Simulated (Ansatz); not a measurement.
## How stiff is this cell of InAs?

Cell: a structure deposited in the COD, whose atoms a relaxation with PBE at fixed cell left in place.

```xyz
2
Lattice="0.0000 3.0290 3.0290 3.0290 0.0000 3.0290 3.0290 3.0290 0.0000" Properties=species:S:1:pos:R:3 pbc="T T T"
In    0.0000    0.0000    0.0000
As    1.5145    1.5145    1.5145
```

Atom numbers follow the list; atoms alike are taken as one site, whose name carries the number of the first.

All values are calculated (Ansatz; DFT, PBE, plane waves and PAW, scalar-relativistic, 420 eV cutoff, Γ-centred 13×13×13 k-points, Fermi–Dirac smearing 0.05 eV), not measured.

The cell is stretched along z (the third Cartesian axis of the run's cell), x and y held, and the ions relax again each time. Tension counts as positive.

| strain along z (%) | stress along z (GPa) | stress along x (GPa) |
| --- | --- | --- |
| -3 | ? | ? |
| -2 | -5.3 | -4.7 |
| -1 | -4.4 | -4.1 |
| 0 | -3.5 | -3.5 |
| +1 | -2.7 | -3.0 |
| +2 | -1.9 | -2.5 |
| +3 | -1.0 | -2.1 |

(1) Estimate the row at -3 % from the others.

## Answers

(1) stress along z (GPa): -6.2; stress along x (GPa): -5.3. Worked: parabolas through the other 6 rows give -6.2 and -5.3 GPa at -3 %. Their slopes at zero strain are 86 GPa (C₁₁) and 54 GPa (C₁₂). They hold at this cell, where the calculated pressure is 3.5 GPa, and with no gap in the run.

All values belong to this cell and structure model.
